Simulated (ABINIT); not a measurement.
Write the native input for ABINIT 10.8.3 (patched build) that does the following.

```yaml
Task: single point
Functional: PBEsol
Potentials_or_basis: JTH PAW PBE v2.0
Cutoff: 1225 eV
k_mesh: 5 × 5 × 5
Occupations: fermi-dirac, width 0.05 eV
Spin: no spin polarisation
Fine-grid_cutoff: 1836.77 eV
Exchange_and_correlation_inside_the_PAW_spheres: full angular mesh (pawxcdev 0, this build's default; the released program takes 1)
```

NaCl:

```
Cl Na
1.0
     3.50219    0.00000    0.00000
     0.00000    3.50219    0.00000
     0.00000    0.00000    3.50219
Cl Na
1 1
Direct
  0.50000 0.50000 0.50000
  0.00000 0.00000 0.00000
```

Measurements of this composition are mostly on another form, of space group No. 225.

The input as run:

run.abi

```
# Pseudopotentials
pp_dirpath "./"
pseudos "Cl.GGA_PBE-JTH.xml, Na.GGA_PBE-JTH.xml"

# Structure
acell 6.6181799364 6.6181799364 6.6181799364
rprim
     1.0000000000     0.0000000000     0.0000000000
     0.0000000000     1.0000000000     0.0000000000
     0.0000000000     0.0000000000     1.0000000000
ntypat 2
znucl 17 11
natom 2
typat 1 2
xcart
     1.7510950000     1.7510950000     1.7510950000
     0.0000000000     0.0000000000     0.0000000000 Angstrom

# Plane-wave basis
ecut 45.0
pawecutdg 67.5

# k points
kptopt 1
ngkpt 5 5 5
nshiftk 1
shiftk 0.0 0.0 0.0

# Exchange and correlation
ixc -116133

# Bands and occupations
nband 12
occopt 3
tsmear 0.05 eV

# SCF cycle
nstep 100
tolvrs 1.0e-9

# Output
iomode 3
prtwf 0
prteig 0
prtebands 0
enunit 2
prtden 1
prtvha 1
prtvclmb 1
prtpot 1
```

Potentials or basis: JTH PAW PBE v2.0.

The run is started by

```sh
$ abinit run.abi > log 2>&1
```

It gave:

| Item | Value |
| --- | --- |
| Pressure | -1.2 GPa |
| Band gap on the k mesh | 3.88 eV, indirect (least direct gap 4.33 eV) |
| Valence electrons inside the program's atomic spheres | Cl 4.36; Na 7.61 |

Caveat: the PAW data sets were made with another functional, which shifts forces and pressure a little; an odd mesh through Γ misses points on the zone boundary, where band edges often lie.

Run time: 17 s on 1 thread of Arm Neoverse V1 (shared host), peak memory 0.12 GiB.
